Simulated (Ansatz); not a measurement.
Runs of Ansatz 0.2.0 on ZnSiP2. Symmetry: I-42d, No. 122, tetragonal system. The conventional cell has a = 5.373 Å, b = 5.373 Å, c = 10.460 Å, α = 90.00°, β = 90.00°, γ = 90.00°. Zn (site symmetry -4) has 4 P at 2.36 Å as nearest neighbours. Around P (site symmetry 2) lie 2 Si at 2.25 Å and 2 Zn at 2.36 Å. Si (site symmetry -4) is surrounded by 4 P at 2.25 Å. The cell is a database's computed one.

```tsv
level	cutoff (eV)	gap on the mesh (eV)	pressure (GPa)	largest force (eV/Å)
BLYP	420	(a)	6.1	0.01
PBE	420	1.31	2.2	0.05
revPBE	420	1.37	(c)	0.01
RPBE	420	1.39	(b)	-
r2SCAN	500	1.56	0.2	0.04
```

Alike in all rows: task band structure; potentials or basis Ansatz PAW; no spin polarisation; cell as given; k mesh 5 × 5 × 5; smearing fermi-dirac 0.05 eV.

Problem. Estimate the missing entries.

Solution. (a) 1.51; (b) 4.3; (c) 3.7.

Caveats: the PAW data sets come from PBE, with cores solved anew for the run's functional, which leaves a small shift of forces and pressure (some runs).

